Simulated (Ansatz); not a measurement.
Data:

Li2O:
```
CELL_PARAMETERS angstrom
      0.00000     2.28993     2.28993
      2.28993     0.00000     2.28993
      2.28993     2.28993     0.00000
ATOMIC_POSITIONS crystal
  O  0.00000 0.00000 0.00000
  Li 0.25000 0.25000 0.25000
  Li 0.75000 0.75000 0.75000
```

This is the PBEsol-relaxed structure.

Q: All from PBEsol (plane waves, PAW; program Ansatz), unless another level is named. Predict the hole effective mass, band 3 of 3 at the edge.

A: 0.91 along [100], 0.62 along [110], 0.56 along [111] (mₑ).

Q: Predict the formation energy from the elements (no fitted shifts).

A: -1.84 eV/atom.

Q: Next, the weight of the valence-edge state by species (Voronoi cells)?

A: O 89 %, Li 11 %.

Space group Fm-3m (anti-fluorite). Symmetry was held in the PBEsol relaxation. The references are the lowest solids computed at this level, not always the standard phases (solids in place of the gases).

Potentials: the later of the program's two PAW sets.

Edges and masses are those of Kohn–Sham bands, whose gap is no quasiparticle gap.
